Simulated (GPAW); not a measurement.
# Moving the volume of the cell in BN

```cif
data_structure
_symmetry_space_group_name_H-M 'P6_3/mmc'
_symmetry_Int_Tables_number 194
_cell_length_a 2.4982
_cell_length_b 2.4982
_cell_length_c 6.6357
_cell_angle_alpha 90.000
_cell_angle_beta 90.000
_cell_angle_gamma 120.000
_cell_volume 35.87
loop_
_atom_site_label
_atom_site_type_symbol
_atom_site_symmetry_multiplicity
_atom_site_Wyckoff_symbol
_atom_site_fract_x
_atom_site_fract_y
_atom_site_fract_z
_atom_site_occupancy
N1 N 2 d 0.66667 0.33333 0.25000 1
B1 B 2 c 0.66667 0.33333 0.75000 1
```

Kept alike: task dielectric tensor; functional PBE; k mesh 10 × 10 × 4; occupations fermi-dirac, width 0.001 eV; no spin polarisation. Program: GPAW, GPAW PAW data sets (gpaw-data 1.2.1), cutoff 650 eV. The mesh is that of the run's cell of 4 atoms. No spin-orbit coupling.

```csv
"volume of cell, f (times the cell shown)",free energy over the lowest row (meV/atom)
0.94,49.57
0.96,27.58
0.98,12.31
1,3.40
1.02,0.00
1.04,2.05
1.06,8.94
```

The cell shown is the unstrained one; x, y and z are its Cartesian axes; atoms keep their fractions.

Task: What does the volume of the cell change here?

Result: The free energy is lowest at 1.02, and 49.57 meV an atom higher at 0.94.
